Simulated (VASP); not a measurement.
**YN in VASP 6.6.1, single-point calculation**

INCAR

```
NSW = 0
EDIFF = 1E-7
ENCUT = 520
NBANDS = 15
ISMEAR = 0
MAGMOM = 0.5 -0.5
LASPH = .TRUE.
NELM = 120
LWAVE = .FALSE.
LREAL = .FALSE.
PREC = Accurate
ALGO = All
IBRION = -1
ISIF = 2
ISPIN = 2
METAGGA = R2SCAN
LCHARG = .FALSE.
SIGMA = 0.01
```

KPOINTS

```
KPOINTS created by Atomic Simulation Environment
0
Monkhorst-Pack
10 10 10
0 0 0
```

POSCAR

```
Y  N
 1.0000000000000000
     0.0000000000000000    2.5459700684000000    2.5459700684000000
     2.5459700684000000    0.0000000000000000    2.5459700684000000
     2.5459700684000000    2.5459700684000000    0.0000000000000000
 Y   N
   1   1
Cartesian
  0.0000000000000000  0.0000000000000000  0.0000000000000000
  2.5459700684000000  2.5459700684000000  2.5459700684000000
```

The recommended PBE PAW datasets give the neutral cell 16 valence electrons.

Command

```
mpirun -np 1 vasp_std
```

OSZICAR

```
N       E                     dE             d eps       ncg     rms           ort
DAV:   1     0.337624356556E+02    0.33762E+02   -0.96635E+03  1650   0.113E+03
DAV:   2    -0.380027712517E+02   -0.71765E+02   -0.65404E+02  1650   0.228E+02
DAV:   3    -0.412417893320E+02   -0.32390E+01   -0.32135E+01  1650   0.412E+01
DAV:   4    -0.412950376941E+02   -0.53248E-01   -0.53235E-01  1650   0.535E+00
DAV:   5    -0.412957849705E+02   -0.74728E-03   -0.74726E-03  1650   0.526E-01
SDA:   6    -0.263888526826E+02    0.14907E+02   -0.74726E-03  1650   0.296E+02   0.000E+00
CGA:   7    -0.327454981856E+02   -0.63566E+01   -0.63888E+01  1650   0.102E+01  -0.113E+01
CGA:   8    -0.331915278100E+02   -0.44603E+00   -0.44564E+00  1650   0.119E+00  -0.859E-03
CGA:   9    -0.332312415501E+02   -0.39714E-01   -0.39773E-01  1650   0.264E-01  -0.441E-03
CGA:  10    -0.332419351965E+02   -0.10694E-01   -0.10647E-01  1650   0.706E-02   0.266E-03
CGA:  11    -0.332451465202E+02   -0.32113E-02   -0.31989E-02  1650   0.293E-02   0.624E-04
CGA:  12    -0.332465938052E+02   -0.14473E-02   -0.14412E-02  1650   0.723E-03   0.292E-04
CGA:  13    -0.332469983480E+02   -0.40454E-03   -0.40712E-03  1650   0.325E-03  -0.948E-05
CGA:  14    -0.332471378640E+02   -0.13952E-03   -0.14136E-03  1650   0.872E-04  -0.152E-04
CGA:  15    -0.332471707676E+02   -0.32904E-04   -0.33116E-04  1650   0.173E-04  -0.323E-05
CGA:  16    -0.332471763488E+02   -0.55812E-05   -0.55803E-05  1650   0.267E-05  -0.178E-06
SDA:  17    -0.332471771090E+02   -0.76022E-06   -0.79080E-06  1650   0.476E-06   0.758E-06
SDA:  18    -0.332471771969E+02   -0.87922E-07   -0.11359E-06  1650   0.175E-06   0.263E-06
   1 F= -.33247177E+02 E0= -.33247177E+02  d E =-.694831E-24  mag=    -0.0000
```

It converged. Results: pressure -15.6 GPa; magnetic moment of the cell 0.00 μB.

The shifted mesh misses Γ, so a band edge there is missed.

For comparison, a separate r²SCAN run of the intended cell, on usual settings and not on those above, gives a gap of 0.76 eV on its mesh and a pressure of -15.6 GPa.

The run above took about 6.8 min on one core of a shared host (Intel Xeon Platinum 8488C) and held 0.36 GiB at most.
